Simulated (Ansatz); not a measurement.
A (101) slab of TaN (P-6m2 (No. 187)), 12 planes, outer planes N (top) and Ta (bottom), with 12 atoms (Ta6N6) in a surface cell of A = 11.193 Å², as cut from the bulk:

```xyz
12
Lattice="2.9240 0.0000 0.0000 -1.4620 3.8280 0.0000 0.0000 0.0000 24.8116" Properties=species:S:1:pos:R:3 pbc="T T T"
Ta    0.0000    3.3099    7.5000
N     1.4620    1.6751    7.8165
Ta    0.0000    1.1571    9.3990
N     0.0000    3.3502    9.7155
Ta    1.4620    2.8322   11.2980
N     0.0000    1.1974   11.6145
Ta    1.4620    0.6793   13.1971
N     1.4620    2.8725   13.5136
Ta    0.0000    2.3544   15.0961
N     1.4620    0.7196   15.4126
Ta    0.0000    0.2016   16.9951
N     0.0000    2.3947   17.3116
```

Method: DFT PBEsol, scalar-relativistic, plane waves, PAW (Ansatz). Plane waves to 420 eV, a k mesh through Γ of 13×9×1 on the computed 12-atom cell and Gaussian smearing (0.10 eV); no spin polarisation. A dipole correction removes the field between periodic images along c.

Against the same 12 atoms in the bulk, the slab as cut lies 4.995 eV higher and the relaxed slab 4.761 eV higher.

(1) Work out the surface energy before and after relaxation.

(2) What is the ideal work of this cut, per area?

## Answers

(1) The slab has two faces, so γ = (E_slab − N·E_bulk)/(2A), the mean of both. As cut: 4.995/(2 × 11.193) = 0.2231 eV/Å², and 1 eV/Å² = 16.02 J/m², so γ = 3.57 J/m². Relaxed: 4.761/(2 × 11.193) = 0.2127 eV/Å² = 3.41 J/m². Relaxation recovers 5 % of the cost of cutting.

(2) Griffith's ideal work is 2γ: 7.15 J/m² if the new faces stay rigid, 6.81 J/m² if they relax. Other cuts parallel to this plane can cost less. One thickness was run, 12 planes, so γ can still shift with it.

The reference crystal is a form of TaN, which isn't its usual structure.